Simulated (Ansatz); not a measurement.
# HC18: the cost of one run

Method: DFT r2SCAN+D3(BJ), plane waves, PAW, scalar-relativistic, collinear spin, in Ansatz 0.2.0.

## Step 1: Starting point

The cell holds 19 atoms (C18H): a = 7.398 Å, b = 7.398 Å, c = 12.000 Å, α = 90.00°, β = 90.00°, γ = 120.00°.

Structure file:

```xyz
19
Lattice="7.3980 0.0000 0.0000 -3.6990 6.4069 0.0000 0.0000 0.0000 12.0000" Properties=species:S:1:pos:R:3 pbc="T T T"
C     0.0000    0.0000    1.0000
C     1.2330    0.7119    1.0000
C    -1.2330    2.1356    1.0000
C     0.0000    2.8475    1.0000
C    -2.4660    4.2712    1.0000
C    -1.2330    4.9831    1.0000
C     2.4660    0.0000    1.0000
C     3.6990    0.7119    1.0000
C     1.2330    2.1356    1.0000
C     2.4660    2.8475    1.0000
C     0.0000    4.2712    1.0000
C     1.2330    4.9831    1.0000
C     4.9320    0.0000    1.0000
C     6.1650    0.7119    1.0000
C     3.6990    2.1356    1.0000
C     4.9320    2.8475    1.0000
C     2.4660    4.2712    1.0000
C     3.6990    4.9831    1.0000
H     1.2546    1.5147    1.8900
```

## Step 2: End point A

File input.yaml:

```yaml
crystal:
  lattice:
    - [7.398, 0.0, 0.0]
    - [-3.699, 6.406856, 0.0]
    - [0.0, 0.0, 12.0]
  atoms:
    - { symbol: C, position: [0.0, 0.0, 0.0833333] }
    - { symbol: C, position: [0.2222222, 0.1111111, 0.0833333] }
    - { symbol: C, position: [0.0, 0.3333333, 0.0833333] }
    - { symbol: C, position: [0.2222222, 0.4444444, 0.0833333] }
    - { symbol: C, position: [0.0, 0.6666667, 0.0833333] }
    - { symbol: C, position: [0.2222222, 0.7777778, 0.0833333] }
    - { symbol: C, position: [0.3333333, 0.0, 0.0833333] }
    - { symbol: C, position: [0.5555556, 0.1111111, 0.0833333] }
    - { symbol: C, position: [0.3333333, 0.3333333, 0.0833333] }
    - { symbol: C, position: [0.5555556, 0.4444444, 0.0833333] }
    - { symbol: C, position: [0.3333333, 0.6666667, 0.0833333] }
    - { symbol: C, position: [0.5555556, 0.7777778, 0.0833333] }
    - { symbol: C, position: [0.6666667, 0.0, 0.0833333] }
    - { symbol: C, position: [0.8888889, 0.1111111, 0.0833333] }
    - { symbol: C, position: [0.6666667, 0.3333333, 0.0833333] }
    - { symbol: C, position: [0.8888889, 0.4444444, 0.0833333] }
    - { symbol: C, position: [0.6666667, 0.6666667, 0.0833333] }
    - { symbol: C, position: [0.8888889, 0.7777778, 0.0833333] }
    - { symbol: H, position: [0.2877983, 0.236415, 0.1575], spin: 1.0 }
magnetization:
  spin_polarized: true
basis:
  ecutwfc: 500.0
kpoints:
  mp_grid: { grid: [2, 2, 1] }
hamiltonian:
  xc: r2scan
  dispersion: d3bj
scf:
  occupations: { method: gaussian, width: 0.05 }
  lower_state_search: "off"
relax:
  f_tol: 0.03
  max_steps: 60
  adjacent_minimum: "off"
output:
  write_density: true
  write_potential: true
  elf: true
  volumetric_format: npy
```

The run is started by

```sh
$ ansatz run input.yaml --threads 4 --pin off --max-ram 10240MiB --backend cpu --events-out ev --progress --plain --runs-dir out
```

Q: Estimate wall time and peak memory on 4 threads of AMD EPYC 9R14 (Zen 4), shared host.

About 5 min, with a peak of 2.3 GiB.
